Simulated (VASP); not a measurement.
# Co in VASP: single point with r2SCAN

Aim: the single point of Co with r2SCAN.

All numbers are computed with VASP 6.6.1; they aren't measurements. Logs are shortened: lines on timing, memory, paths and dates and some standing lists are left out, and cuts for length are marked.

### 1 The slab as given

The cell holds a slab with vacuum, 3 atoms: a = 2.456 Å, b = 2.456 Å, c = 20.896 Å, α = 90.00°, β = 90.00°, γ = 120.00°.

The cell was built by a generator and needn't be a form met in nature.

### 2 Single point, r2SCAN, collinear spin, typed start

POSCAR

```
Co
1.0
    2.4556491009      0.0000000000      0.0000000000
   -1.2278245504      2.1266545041      0.0000000000
    0.0000000000      0.0000000000     20.8963294017
Co
3
Direct
    0.3333333333      0.6666666667      0.3349870623
    0.6666666667      0.3333333333      0.4294042133
    0.3333333333      0.6666666667      0.5237368458
```

INCAR.step1

```
ALGO = Normal
DIPOL = 0.5 0.5 0.429
EDIFF = 1E-4
ENCUT = 520
GGA = PE
IDIPOL = 3
ISMEAR = 1
ISPIN = 2
LASPH = T
LCHARG = F
LDIPOL = T
LMAXMIX = 4
LREAL = F
LWAVE = T
MAGMOM = 2.085 2.002 2.077
NBANDS = 24
NELM = 150
PREC = Accurate
SIGMA = 0.1
```

INCAR.step2

```
ALGO = Normal
DIPOL = 0.5 0.5 0.429
EDIFF = 1E-7
ENCUT = 520
IDIPOL = 3
ISIF = 2
ISMEAR = 1
ISPIN = 2
ISTART = 1
LASPH = T
LCHARG = T
LDIPOL = T
LELF = T
LMAXMIX = 4
LMIXTAU = T
LORBIT = 11
LREAL = F
LVACPOTAV = T
LVHAR = T
LWAVE = F
MAGMOM = 2.085 2.002 2.077
METAGGA = R2SCAN
NBANDS = 24
NELM = 150
PREC = Accurate
SIGMA = 0.1
```

KPOINTS

```
k-points
0
Gamma
  15 15 1
```

Potentials or basis: VASP PAW PBE potentials, release 64 (Co).

On the command line:

```sh
> cat potpaw_PBE.64/Co/POTCAR > POTCAR
> cp INCAR.step1 INCAR
> mpirun -np 1 vasp_std > vasp.out
> cp INCAR.step2 INCAR
> mpirun -np 1 vasp_std > vasp.out
```

OUTCAR:

```text
EDIFF = 1E-7
   ENCUT = 520
   ISIF = 2
   ISMEAR = 1
   ISPIN = 2
   ISTART = 1
   LASPH = T
   LORBIT = 11
   LREAL = F
   METAGGA = R2SCAN
   NELM = 150
   PREC = Accurate

 ion  position               nearest neighbor table
   1  0.333  0.667  0.335-   2 2.43   2 2.43   2 2.43
   2  0.667  0.333  0.429-   3 2.43   3 2.43   3 2.43   1 2.43   1 2.43   1 2.43
   3  0.333  0.667  0.524-   2 2.43   2 2.43   2 2.43

  LATTYP: Found a hexagonal cell.
 ALAT       =     2.4556491009
 C/A-ratio  =     8.5094932310

  Lattice vectors:

 A1 = (   2.4556491009,   0.0000000000,   0.0000000000)
 A2 = (  -1.2278245504,   2.1266545041,   0.0000000000)
 A3 = (   0.0000000000,   0.0000000000,  20.8963294017)

Analysis of symmetry for initial positions (statically):
=====================================================================
 Subroutine PRICEL returns:
 Original cell was already a primitive cell.

 Routine SETGRP: Setting up the symmetry group for a
 hexagonal supercell.

 Subroutine GETGRP returns: Found  6 space group operations
 (whereof  6 operations were pure point group operations)
 out of a pool of 24 trial point group operations.

The static configuration has the point symmetry C_3v.

Analysis of symmetry for dynamics (positions and initial velocities):
=====================================================================
 Subroutine PRICEL returns:
 Original cell was already a primitive cell.

 Routine SETGRP: Setting up the symmetry group for a
 hexagonal supercell.

 Subroutine GETGRP returns: Found  6 space group operations
 (whereof  6 operations were pure point group operations)
 out of a pool of 24 trial point group operations.

The dynamic configuration has the point symmetry C_3v.

Analysis of structural, dynamic, and magnetic symmetry:
=====================================================================
 Subroutine PRICEL returns:
 Original cell was already a primitive cell.

 Routine SETGRP: Setting up the symmetry group for a
 hexagonal supercell.

 Subroutine GETGRP returns: Found  6 space group operations
 (whereof  6 operations were pure point group operations)
 out of a pool of 24 trial point group operations.

The overall configuration has the point symmetry C_3v.

 Subroutine INISYM returns: Found  6 space group operations
 (whereof  6 operations are pure point group operations),
 and found     1 'primitive' translations

----------------------------------------------------------------------------------------

                                     Primitive cell

  volume of cell :     109.1273

  direct lattice vectors                    reciprocal lattice vectors
     2.455649101  0.000000000  0.000000000     0.407224306  0.235111062  0.000000000
    -1.227824550  2.126654504  0.000000000     0.000000000  0.470222125  0.000000000
     0.000000000  0.000000000 20.896329402     0.000000000  0.000000000  0.047855295

  length of vectors
     2.455649101  2.455649101 20.896329402     0.470222125  0.470222125  0.047855295

  position of ions in fractional coordinates (direct lattice)
     0.333333333  0.666666667  0.334987062
     0.666666667  0.333333333  0.429404213
     0.333333333  0.666666667  0.523736846

  ion indices of the primitive-cell ions
   primitive index   ion index
                 1           1
                 2           2
                 3           3

----------------------------------------------------------------------------------------

 KPOINTS: k-points

Automatic generation of k-mesh.
 Grid dimensions read from file:
 generate k-points for:   15   15    1

 Generating k-lattice:

  Cartesian coordinates                     Fractional coordinates (reciprocal lattice)
     0.027148287  0.015674071  0.000000000     0.066666667  0.000000000  0.000000000
     0.000000000  0.031348142  0.000000000     0.000000000  0.066666667  0.000000000
     0.000000000  0.000000000  0.047855295     0.000000000  0.000000000  1.000000000

  Length of vectors
     0.031348142  0.031348142  0.047855295

  Shift w.r.t. Gamma in fractional coordinates (k-lattice)
     0.000000000  0.000000000  0.000000000

 Subroutine IBZKPT returns following result:
 ===========================================

 Found     27 irreducible k-points:

 Following reciprocal coordinates:
            Coordinates               Weight
  0.000000  0.000000  0.000000      1.000000
  0.066667  0.000000  0.000000      6.000000
  0.133333  0.000000  0.000000      6.000000
  0.200000 -0.000000  0.000000      6.000000
  0.266667  0.000000  0.000000      6.000000
  0.333333  0.000000  0.000000      6.000000
[... 16 lines left out ...]
  0.333333  0.200000  0.000000     12.000000
  0.400000  0.200000  0.000000      6.000000
 [... further k-points ...]
   k-points           NKPTS =     27   k-points in BZ     NKDIM =     27   number of bands    NBANDS=     24
   number of dos      NEDOS =    301   number of ions     NIONS =      3
   total plane-waves  NPLWV =  51840
   dimension x,y,z NGX =    18 NGY =   18 NGZ =  160
   dimension x,y,z NGXF=    36 NGYF=   36 NGZF=  320
   ions per type =               3
   NGX,Y,Z   is equivalent  to a cutoff of  12.19, 12.19, 12.73 a.u.
   NGXF,Y,Z  is equivalent  to a cutoff of  24.37, 24.37, 25.46 a.u.
 SYSTEM =  unknown system
   PREC   = accura    normal or accurate (medium, high low for compatibility)
   ISTART =      1    job   : 0-new  1-cont  2-samecut
   ICHARG =      0    charge: 1-file 2-atom 10-const
   ISPIN  =      2    spin polarized calculation?
   LNONCOLLINEAR =      F non collinear calculations
   LSORBIT =      F    spin-orbit coupling
   LASPH  =      T    aspherical Exc in radial PAW
   ENCUT  =  520.0 eV  38.22 Ry    6.18 a.u.   4.57  4.57 38.85*2*pi/ulx,y,z
   NELM   =    150;   NELMIN=  2; NELMDL=  0     # of ELM steps
   EDIFF  = 0.1E-06   stopping-criterion for ELM
   LREAL  =      F    real-space projection
   EDIFFG = 0.1E-05   stopping-criterion for IOM
   NSW    =      0    number of steps for IOM
   IBRION =     -1    ionic relax: 0-MD 1-quasi-New 2-CG
   NFREE  =      0    steps in history (QN), initial steepest desc. (CG)
   ISIF   =      2    stress and relaxation
   ISYM   =      2    0-nonsym 1-usesym 2-fastsym
   POTIM  = 0.5000    time-step for ionic-motion
   TEBEG  =    0.0;   TEEND  =   0.0 temperature during run
   PSTRESS=    0.0 pullay stress
   NELECT =      27.0000    total number of electrons
   NUPDOWN=      -1.0000    fix difference up-down
   EMIN   =  10.00;   EMAX   =-10.00  energy-range for DOS
   EFERMI =   0.00;   METHOD = LEGACY
   ISMEAR =     1;   SIGMA  =   0.10  broadening in eV -4-tet -1-fermi 0-gaus
   EFERMI_NEDOS =   21; number of points for ismear=-14 and -15
   IALGO  =     38    algorithm
   IMIX   =      4    mixing-type and parameters
     AMIX     =   0.40;   BMIX     =  1.00
     AMIX_MAG =   1.60;   BMIX_MAG =  1.00
  volume/ion in A,a.u.               =      36.38       245.48
  Fermi-wavevector in a.u.,A,eV,Ry     =   1.027744  1.942155 14.371262  1.056258
  Thomas-Fermi vector in A             =   2.161705
   LORBIT       =     11    0 simple, 1 ext, 2 COOP (PROOUT), +10 PAW based schemes
   METAGGA = R2SCAN    functional components
   LHFCALC =     F    Hartree Fock is set to
   AEXX    =    0.0000 exact exchange contribution
   IVDW    =     0    specifies the selected vdW correction
   LEPSILON=     F    determine dielectric tensor
   LRPA    =     F    only Hartree local field effects (RPA)
 spin polarized calculation
 Methfessel and Paxton  Order N= 1 SIGMA  =   0.10
  energy-cutoff  :      520.00
  volume of cell :      109.13
 maximum number of plane-waves:      2990
   NGX =  9   NGY =  9   NGZ = 77

 dipolmoment           0.000000      0.000000     -0.001489 electrons x Angstroem

 number of electron      26.9999983 magnetization       5.0934931

 dipolmoment           0.000000      0.000000      0.000285 electrons x Angstroem

 Free energy of the ion-electron system (eV)
  ---------------------------------------------------
  ext. energy  EPLUGINS =         0.00000000
  ---------------------------------------------------
  free energy    TOTEN  =       -38.11754731 eV

  energy without entropy =      -38.11787342  energy(sigma->0) =      -38.11765601

 E-fermi :  -0.2990     XC(G=0):  -5.1588

 val. band max:       -0.3112443186   @ k =   0.2667   0.1333   0.0000
 cond. band min:      -0.2976149880   @ k =   0.2000  -0.0000   0.0000
 fundamental gap:      0.0136293306
 Fermi energy:        -0.2989538379

 spin component 1

 k-point     1 :       0.0000    0.0000    0.0000
  band No.  band energies     occupation
      1      -9.1633      1.00000
      2      -7.0885      1.00000
      3      -6.2695      1.00000
      4      -3.9018      1.00000
      5      -3.8899      1.00000
      6      -3.7547      1.00000
[... 16 lines left out ...]
     23       6.7587      0.00000
     24       7.5331      0.00000
[... 598 lines left out ...]
      2      -5.4170      1.00000
      3      -5.1162      1.00000
      4      -4.5440      1.00000
      5      -4.4993      1.00000
      6      -4.3972      1.00000
[... 16 lines left out ...]
     23      10.4966      0.00000
     24      11.9071      0.00000

 [... further k-points ...]

 spin component 2

 k-point     1 :       0.0000    0.0000    0.0000
  band No.  band energies     occupation
      1      -9.7702      1.00000
      2      -7.5000      1.00000
      3      -5.5597      1.00000
      4      -1.7285      1.00000
      5      -1.7144      1.00000
      6      -1.3857      1.00000
[... 16 lines left out ...]
     23       6.7503      0.00000
     24       7.7695      0.00000
[... 598 lines left out ...]
      2      -3.8820      1.00000
      3      -3.5893      1.00000
      4      -3.1577      1.00000
      5      -2.8220      1.00000
      6      -2.1927      1.00000
[... 16 lines left out ...]
     23      11.1075      0.00000
     24      12.1746      0.00000

 [... further k-points ...]

------------------------ aborting loop because EDIFF is reached ----------------------------------------

  FORCE on cell =-STRESS in cart. coord.  units (eV):
  Direction    XX          YY          ZZ          XY          YZ          ZX
  --------------------------------------------------------------------------------------
  -------------------------------------------------------------------------------------
  Total       -1.3468972     -1.3468972     -0.0416733     -0.0000000     -0.0000000      0.0000000
  in kB      -19.7747858    -19.7747858     -0.6118362     -0.0000000     -0.0000000      0.0000000
  external PRESSURE =     -13.3871360 kB  Pullay stress =       0.0000000 kB

 VOLUME and BASIS-vectors are now :
 -----------------------------------------------------------------------------
  energy-cutoff  :      520.00
  volume of cell :      109.13
      direct lattice vectors                 reciprocal lattice vectors
     2.455649101  0.000000000  0.000000000     0.407224306  0.235111062  0.000000000
    -1.227824550  2.126654504  0.000000000     0.000000000  0.470222125  0.000000000
     0.000000000  0.000000000 20.896329402     0.000000000  0.000000000  0.047855295

 POSITION                                       TOTAL-FORCE (eV/Angst)
 -----------------------------------------------------------------------------------
     -0.00000      1.41777      7.00000        -0.000000      0.000000      0.011715
      1.22782      0.70888      8.97297         0.000000     -0.000000     -0.008667
     -0.00000      1.41777     10.94418        -0.000000      0.000000     -0.003048
 -----------------------------------------------------------------------------------
    total drift:                                0.000002     -0.000001      0.001559

  FREE ENERGIE OF THE ION-ELECTRON SYSTEM (eV)
  ---------------------------------------------------
  free  energy   TOTEN  =       -38.1175473051 eV

  energy  without entropy=      -38.1178734219  energy(sigma->0) =      -38.11765601

 vacuum level on the upper side and lower side of the slab         4.668         4.661

 total charge

# of ion       s       p       d       tot
------------------------------------------
    1        0.513   0.467   7.223   8.203
    2        0.521   0.594   7.279   8.394
    3        0.513   0.468   7.224   8.204
--------------------------------------------------
tot          1.547   1.528  21.726  24.802

 magnetization (x)

# of ion       s       p       d       tot
------------------------------------------
    1       -0.019  -0.095   1.917   1.803
    2       -0.018  -0.092   1.840   1.729
    3       -0.019  -0.095   1.916   1.802
--------------------------------------------------
tot         -0.056  -0.283   5.673   5.334
```

It took 16 min on 1 thread of Intel Xeon Platinum 8259CL at 2.50GHz (Skylake/Cascade Lake), shared host; peak memory 0.34 GiB.

Results:

- Free energy: -38.1175 eV
- Largest force: 0.012 eV/Å
- Band gap on the k mesh: none (metal or under the smearing width)
- Net moment: 5.09 μB per cell
- Site moments: Co +1.80, +1.73 μB
- Valence electrons inside the program's atomic spheres: Co 8.20, 8.39
- Work function of the upper face: 4.97 eV
- Work function of the lower face: 4.96 eV

Forces on the atoms (eV/Å):
```
Co   0.000  0.000  0.012
Co   0.000  0.000 -0.009
Co   0.000  0.000 -0.003
```

Levels at points of the mesh, in eV from the Fermi level:
Spin up:
```
           k point  band 12  band 13  band 14  band 15  band 16  band 17  band 18  band 19  band 20  band 21
(0.00, 0.00, 0.00)    -2.51    -2.51    -1.89    -1.89    -1.64    -1.64    -1.42     0.16     4.74     5.14
```
Spin down:
```
           k point  band 8  band 9  band 10  band 11  band 12  band 13  band 14  band 15
(0.00, 0.00, 0.00)   -0.89   -0.89    -0.69    -0.65    -0.65    -0.20     0.38     0.38
```

Caveat: the PAW data sets were made with another functional, which shifts forces and pressure a little.
